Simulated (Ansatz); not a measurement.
Crystal: Cs2AgBiBr6.

```xyz
10
Lattice="0.0000 5.6161 5.6161 5.6161 0.0000 5.6161 5.6161 5.6161 0.0000" Properties=species:S:1:pos:R:3 pbc="T T T"
Bi    0.0000    0.0000    0.0000
Cs    8.4242    8.4242    8.4242
Cs    2.8081    2.8081    2.8081
Ag    5.6161    5.6161    5.6161
Br    5.6161    5.6161    8.4180
Br    5.6161    5.6161    2.8142
Br    2.8142    5.6161    5.6161
Br    5.6161    8.4180    5.6161
Br    8.4180    5.6161    5.6161
Br    5.6161    2.8142    5.6161
```

```yaml
Program: Ansatz 0.2.0
Task: relaxation of cell and atoms
Functional: PBEsol
Dispersion: D4
Potentials_or_basis: Ansatz PAW
Cutoff: "420 eV (not typed: the program's choice for these potentials)"
k_mesh: 4 × 4 × 4
Occupations: fermi-dirac, width 0.05 eV
Spin: no spin polarisation
```

At the start: volume 35.43 Å³/atom.

Problem. Where does the relaxation end?

Solution. It ends after 5 steps and the volume is 34.21 Å³/atom (-3.4 %); space group Fm-3m (No. 225, to 0.05 Å).

Step by step:
```csv
step,energy change (eV),largest force (eV/Å),volume (Å³)
1,0.0000,0.3033,354.27
2,-0.0575,0.0117,348.42
3,-0.0678,0.0268,342.64
4,-0.0681,0.0009,342.12
5,-0.0670,0.0009,342.12
```

Final structure:
```
CELL_PARAMETERS angstrom
0.00000 5.55113 5.55113
5.55113 0.00000 5.55113
5.55113 5.55113 0.00000
ATOMIC_POSITIONS crystal
Bi 0.00000 0.00000 0.00000
Cs 0.75000 0.75000 0.75000
Cs 0.25000 0.25000 0.25000
Ag 0.50000 0.50000 0.50000
Br 0.74555 0.74555 0.25445
Br 0.25445 0.25445 0.74555
Br 0.74555 0.25445 0.25445
Br 0.74555 0.25445 0.74555
Br 0.25445 0.74555 0.74555
Br 0.25445 0.74555 0.25445
```

Caveat: the plane-wave basis is chosen anew once the cell has moved, so the energies of steps on either side of that aren't comparable; the PAW data sets come from PBE, with cores solved anew for the run's functional, which leaves a small shift of forces and pressure.
